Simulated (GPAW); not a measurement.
Set up this calculation in GPAW 26.7.0, as an ASE script.

```yaml
Task: band structure
Functional: LDA
Potentials_or_basis: the program's PAW data sets (release 1.2.1) made for this functional, other valence
Cutoff: 600 eV
Basis: pw
k_mesh: 7 × 7 × 5
Occupations: fermi-dirac, width 0.05 eV
Spin: collinear spin, ferromagnetic start
Starting_moments: "[0.0, 3.0] μB"
Maxiter: 150
Band_path: GXMGZRAZ,XR,MA
Band_points: 60
Data_set: Pt 10
```

FePt (Tetraferroplatinum):

```xyz
2
Lattice="2.7235 0.0000 0.0000 0.0000 2.7235 0.0000 0.0000 0.0000 3.7200" Properties=species:S:1:pos:R:3 pbc="T T T"
Pt    1.3618    1.3618    1.8600
Fe    0.0000    0.0000    0.0000
```

These files were run (other wordings do the same):

run.py

```python
from ase.dft.bandgap import bandgap
from ase.io import write
from ase.spacegroup import crystal
from ase.units import GPa
from gpaw import GPAW, PW

# Pt 1d
# Fe 1a
atoms = crystal(['Pt', 'Fe'],
                basis=[[0.5, 0.5, 0.5],
                       [0.0, 0.0, 0.0]],
                spacegroup=123, setting=1,  # P4/mmm
                cellpar=[2.7235, 2.7235, 3.72, 90.0, 90.0, 90.0],
                primitive_cell=True)
atoms.set_initial_magnetic_moments([0.0, 3.0])

calc = GPAW(mode=PW(600),
            xc='LDA',
            kpts={'size': (7, 7, 5), 'gamma': True},
            occupations={'name': 'fermi-dirac', 'width': 0.05},
            setups={'Pt': '10'},
            nbands=-12,
            convergence={'density': 1e-05, 'energy': 1e-05},
            maxiter=150,
            txt='gpaw.txt')
atoms.calc = calc
energy = atoms.get_potential_energy()
forces = atoms.get_forces()
stress = atoms.get_stress()
calc.write('gs.gpw')
write('result.traj', atoms)
print(f'Energy: {energy:.6f} eV')
print('Forces (eV/A):')
print(forces.round(4))
print('Stress (GPa):', (stress / GPa).round(3))
print('Moments:', calc.get_magnetic_moments().round(3))
print('Fermi level:', round(calc.get_fermi_level(), 4), 'eV')
print(f'Gap: {bandgap(calc)[0]:.4f} eV, direct: {bandgap(calc, direct=True)[0]:.4f} eV')

path = atoms.cell.bandpath('GXMGZRAZ,XR,MA', npoints=60, eps=1e-4)
bs_calc = calc.fixed_density(kpts=path, symmetry='off', nbands=-20,
                             convergence={'bands': 'CBM+6.0', 'eigenstates': 1e-6}, txt='bands.txt')
bs = bs_calc.band_structure()
bs.write('bs.json')
print(f'Gap on the path: {bandgap(bs_calc)[0]:.4f} eV')
```

Potentials or basis: the program's PAW data sets (release 1.2.1) made for this functional, other valence, pw.

Launch:

```bash
$ OMP_NUM_THREADS=1 python run.py
```

It gave:

* Pressure: -11.2 GPa
* Band gap along the path: none (metal or under the smearing width)
* Net moment: 3.18 μB per cell
* Site moments: Pt +0.33; Fe +2.79 μB

Caveat: spin-orbit coupling is left out, which moves the levels of the heavy elements.

Wall time 58 s on 1 thread of Arm Neoverse V1 (shared host), peak memory 0.25 GiB.
